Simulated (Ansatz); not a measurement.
**Honeycomb MgO monolayer in a perpendicular field**

Wanted: the out-of-plane response of the honeycomb MgO monolayer. A positive field points along +c.

Program: Ansatz 0.2.0. Level of theory: plane-wave DFT, PBE-D3(BJ), Ansatz PAW (set soft_1); PAW set soft_1. Results are calculated unless marked as measured.

## 1. The starting structure

The cell holds 2 atoms: 1 O and 1 Mg. Cell: a = 3.300 Å, b = 3.300 Å, c = 31.000 Å, α = 90.0°, β = 90.0°, γ = 120.0°. Vacuum lies along c.

Structure file:

```cif
data_structure
_symmetry_space_group_name_H-M 'P 1'
_symmetry_Int_Tables_number 1
_cell_length_a 3.3000
_cell_length_b 3.3000
_cell_length_c 31.0000
_cell_angle_alpha 90.000
_cell_angle_beta 90.000
_cell_angle_gamma 120.000
_cell_volume 292.36
loop_
_atom_site_label
_atom_site_type_symbol
_atom_site_fract_x
_atom_site_fract_y
_atom_site_fract_z
_atom_site_occupancy
O1 O 0.66667 0.33333 0.50000 1
Mg2 Mg 0.33333 0.66667 0.50000 1
```

## 2. Relaxation

The starting cell is a guess, so the in-plane lattice and the atoms are relaxed first, with the slab cut off from its images along the normal.

input.yaml

```yaml
crystal:
  lattice:
    - [3.3, 0.0, 0.0]
    - [-1.65, 2.8578838325, 0.0]
    - [0.0, 0.0, 31.0]
  atoms:
    - { symbol: O, position: [0.6666666667, 0.3333333333, 0.5] }
    - { symbol: Mg, position: [0.3333333333, 0.6666666667, 0.5] }
  periodic: [true, true, false]
kpoints:
  mp_grid: { grid: [12, 12, 1] }
hamiltonian:
  xc: pbe
  dispersion: d3bj
  pseudopotentials: { kind: paw, azcp: { folder: soft_1 } }
scf:
  occupations: { method: fermi_dirac, width: 0.05 }
  convergence: { dr2_threshold: 1.0e-09 }
relax:
  f_tol: 0.004
  max_steps: 90
  cell: {}
output:
  write_potential: true
  write_density: true
  volumetric_format: npy
```

The run is started by

```console
> ansatz run input.yaml --threads 2 --pin off --max-ram 3072MiB --backend cpu --events-out ev --progress --plain --runs-dir out
```

Then come: single point, field 0; single point, field 0.1 V/Å; single point, field -0.1 V/Å; response, atoms held. Settings of the main run: cutoff 420 eV, 18×18×1 k-mesh, smearing width 0.02585 eV, 1 layers, stack honeycomb MgO monolayer, PAW set soft 1.

Before running: what should come out for the gap without field; and equivalent conductor thickness, atoms held?

The induced dipole equals that of a perfect conductor 2.40 Å thick, for a flat layer of atoms; an out-of-plane ε follows only once a thickness t is chosen, by 1 − 1/ε = 2.40 Å / t. The gap stays within 0.01 eV of 3.40 eV over the fields run, up to 0.1 V/Å in size. Semilocal functionals give gaps that are too small, and excitons are not included.

| Property | Result |
| --- | --- |
| gap without field | 3.40 eV |
| ionisation energy, upper face | 5.54 eV |
| electron affinity, upper face | 2.14 eV |
| equivalent conductor thickness, atoms held | 2.40 Å |

[Logs are printed without paths, hosts, clocks, repeated set-up lines and the standing remarks that a program may print on its own settings, such as how far it seeks lower states.]

[Hosts, paths, dates, database ids (printed as entryN), source tags and the programs' standing remarks are cut or masked in the printed files.]

[Maps of the electrostatic potential energy from Ansatz leave out the sawtooth potential of an applied field or a dipole correction, so their vacuum need not be flat; planar profiles and work functions include it.]
